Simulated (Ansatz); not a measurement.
# Pd in Ansatz: the effect of functional

Crystal: Pd.

```xyz
1
Lattice="-1.5402 1.5402 1.5402 1.5402 -1.5402 1.5402 1.5402 1.5402 -1.5402" Properties=species:S:1:pos:R:3 pbc="T T T"
Pd    0.0000    0.0000    0.0000
```

This isn't the form of Pd at room conditions, which is fcc.

The cell isn't the ideal one: volume scaled by 0.94.

Alike in all runs:

| Item | Value |
| --- | --- |
| Program | Ansatz 0.2.0 |
| Task | single point |
| Potentials or basis | Ansatz PAW |
| k mesh | 12 × 12 × 12 |
| Occupations | fermi-dirac, width 0.05 eV |
| Spin | no spin polarisation |

Q: One run gave: pressure 0.6 GPa. Which functional did it use?
A. r2SCAN
B. PBEsol
C. LDA

A: B.

```tsv
functional	cutoff	pressure (GPa)
LDA	420 eV (not typed: the program's choice for these potentials)	-5.2
PBEsol	420 eV (not typed: the program's choice for these potentials)	0.6
r2SCAN	500 eV (not typed: the program's choice for these potentials)	5.4
```

Caveats: the PAW data sets come from PBE, with cores solved anew for the run's functional, which leaves a small shift of forces and pressure.
